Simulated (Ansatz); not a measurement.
Surface calculation: hcp C (10-10), 4 layers

The slab is cut from the hcp crystal, which needn't be the stable phase, as relaxed on PAW files (7.96 Å³/atom), with 16 Å of vacuum and a dipole correction:

```
CELL_PARAMETERS angstrom
1.70625 0.00000 0.00000
0.00000 6.31177 0.00000
0.00000 0.00000 17.97020
ATOMIC_POSITIONS crystal
C 0.00000 0.75000 0.44518
C 0.50000 0.25000 0.47259
C 0.50000 0.75000 0.52741
C 0.00000 0.25000 0.55482
```

Computed with Ansatz 0.2.0; functional PBEsol, scalar-relativistic. Settings: a Γ-centred 19×5×1 k mesh, Fermi–Dirac smearing of 0.05 eV, no spin polarisation. Methods: LAPW: all electrons, basis error target 1 meV/atom; PAW: frozen-core files, cutoff 420 eV.

The bulk energy comes from a cell in the slab's orientation on a 19×5×11 mesh. The surface energy is (E(slab) − N·E(bulk))/2A at zero smearing, the mean of both faces; thin slabs carry quantum-size effects.

The PAW files were made under PBE. Real surfaces of this kind reconstruct, which a 1×1 cell forbids.

As cut, the LAPW slab lies -1.200 eV above 4 atoms of bulk. What surface energy is that?

Over two faces of 10.77 Å² it is -55.7 meV/Å², and times 16.02 J/m² per eV/Å² that gives γ = -0.893 J/m².

| method | γ as cut (J/m²) | γ relaxed (J/m²) | Φ as cut (eV) | Φ relaxed (eV) |
| --- | --- | --- | --- | --- |
| LAPW | -0.893 | ? | 5.59 | ? |

Give the missing entry: row "LAPW", column "Φ relaxed (eV)".

5.89.

Fill in "γ relaxed (J/m²)" for the row "LAPW".

-1.098.

How do the spacings between the planes relax?

From the bottom face up: d12 -99.9 % of 0.493 Å, d23 +32.4 % of 0.985 Å, d34 -99.9 % of 0.493 Å.

What changes if the images along the normal are cut off in place of the dipole correction?

LAPW then gives: no gap, work function 5.89 eV; PAW: no gap, work function 5.89 eV.
